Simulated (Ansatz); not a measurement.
# Ge (omega type): how the settings move a single-point run

Question: which choices in the input matter for Ge (omega type)?

Method: reference: DFT, PBE, all-electron LAPW, scalar-relativistic, in Ansatz 0.2.0.

2 further runs of the same task are left out: 1 for a known fault of the program, 1 that didn't finish.

### 1 The system as given

It takes space group P6/mmm (No. 191, hexagonal). The conventional cell has a = 4.521 Å, b = 4.521 Å, c = 2.569 Å, α = 90.00°, β = 90.00°, γ = 120.00°. Ge (site symmetry 6/mmm) has 14 Ge at 2.57 to 2.91 Å as nearest neighbours. Around Ge (site symmetry -6m2) lie 11 Ge at 2.57 to 2.91 Å.

Structure file:

```
CELL_PARAMETERS angstrom
4.52115 0.00000 0.00000
-2.26058 3.91543 0.00000
0.00000 0.00000 2.56949
ATOMIC_POSITIONS crystal
Ge 0.00000 0.00000 0.00000
Ge 0.33333 0.66667 0.50000
Ge 0.66667 0.33333 0.50000
```

### 2 Baseline

Input file input.yaml:

```yaml
crystal:
  lattice:
    - [4.5211520943, 0.0, 0.0]
    - [-2.2605760472, 3.9154325681, 0.0]
    - [0.0, 0.0, 2.5694897924]
  atoms:
    - { symbol: Ge, position: [0.0, 0.0, 0.0] }
    - { symbol: Ge, position: [0.3333333333, 0.6666666667, 0.5] }
    - { symbol: Ge, position: [0.6666666667, 0.3333333333, 0.5] }
kpoints:
  mp_grid: { grid: [8, 8, 10] }
scf:
  occupations: { method: fermi_dirac, width: 0.08 }
hamiltonian:
  xc: pbe
  pseudopotentials: { kind: all_electron, lapw: { basis_error: 0.001 } }
output:
  forces: true
  stress: true
  eigenvalues: true
  populations: true
```

Command:

```
> ansatz run input.yaml --threads 1 --pin off --max-ram 3072MiB --backend cpu --events-out ev --progress --plain --runs-dir out
```

### 3 The same system, input altered

Input file input.yaml:

```yaml
crystal:
  lattice:
    - [4.5211520943, 0.0, 0.0]
    - [-2.2605760472, 3.9154325681, 0.0]
    - [0.0, 0.0, 2.5694897924]
  atoms:
    - { symbol: Ge, position: [0.0, 0.0, 0.0], spin: 2.0 }
    - { symbol: Ge, position: [0.3333333333, 0.6666666667, 0.5], spin: 1.0 }
    - { symbol: Ge, position: [0.6666666667, 0.3333333333, 0.5], spin: 2.0 }
kpoints:
  mp_grid: { grid: [8, 8, 10] }
scf:
  occupations: { method: tetrahedron_uncorrected }
hamiltonian:
  xc: pbe
  pseudopotentials: { kind: all_electron, lapw: { basis_error: 0.001 } }
output:
  forces: true
  stress: true
  eigenvalues: true
  populations: true
magnetization:
  spin_polarized: true
```

(Steps that only read results are left out.)

**Question.** What will these runs give? Wanted: for each run, ending; energy change.

**Answer**, as computed:

| run | ending | energy change | cycles | time |
| --- | --- | --- | --- | --- |
| reference | converged | - | 9 | 31 s |
| 1: starting moments, occupations.method tetrahedron_uncorrected, spin_polarized true, width left out | timeout | - | 12 | 2.7 min |

Residual by cycle in the longest SCF loop of each run; runs are numbered as in the table. The quantity is the density residual dr2, in eV.

| cycle | reference | run 1 |
| --- | --- | --- |
| 1 | 0.0725 | 0.0695 |
| 2 | 0.037 | 0.0522 |
| 3 | 0.0151 | 0.0233 |
| 4 | 0.00265 | 0.00534 |
| 5 | 3.5e-5 | 3.2e-4 |
| 6 | 9.5e-6 | 1.4e-4 |
| 7 | 1.6e-6 | 6.9e-5 |
| 8 | 1.2e-7 | 3.4e-5 |
| 9 | 6.2e-9 | 3.0e-5 |
| 10 | - | 2.7e-6 |
| 11 | - | 9.2e-7 |
| 12 | - | 2.4e-7 |

**Reading.** With the changed spin polarisation and smearing the run ends out of time, 12 SCF cycles. The structure is not at rest: the sound run finds 28 GPa, so these are no properties of the relaxed crystal.  1 of the 1 altered inputs did not end normally.
